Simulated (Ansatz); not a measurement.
**Hg (hcp)**

Computed with Ansatz (plane waves, PAW, 420 eV cutoff): HSE06, scalar-relativistic, no spin polarisation, 6×6×4 k-mesh, Gaussian smearing of 0.05 eV; PAW files: Ansatz's generated set soft_2.

```
Hg
1.0
     3.54146    0.00000    0.00000
    -1.77073    3.06700    0.00000
     0.00000    0.00000    5.70908
Hg
2
Direct
  0.33333 0.66667 0.75000
  0.66667 0.33333 0.25000
```

At room temperature Hg is liquid, and it freezes in another structure.

The volume is at zero pressure for this level.

Path: Γ–M–K–Γ–A–L–H–A | L–M | H–K, with Γ = (0.000, 0.000, 0.000), M = (0.500, 0.000, 0.000), K = (0.333, 0.333, 0.000), A = (0.000, 0.000, 0.500), L = (0.500, 0.000, 0.500), H = (0.333, 0.333, 0.500) in reciprocal vectors of the calculation's cell.

Task: Is it a metal or an insulator, and if it has a gap, where are the band edges on this path?

Result: A semimetal or zero-gap crystal: the filled and empty bands only touch or barely overlap.

Levels between -3 and 5 eV from the Fermi level at the path's named points:
```tsv
point	below E_F (eV)	above E_F (eV)
Γ	-1.59	0.21
M	-2.28 -1.38	2.83 3.80 4.73
K	-1.09 -1.09	1.95
A		
L	-1.12 -1.12	0.87 0.87
H	-0.41 -0.41	2.42 2.42 3.55 3.55
```

For elements this heavy, spin–orbit coupling would shift levels and gaps; it isn't included here.
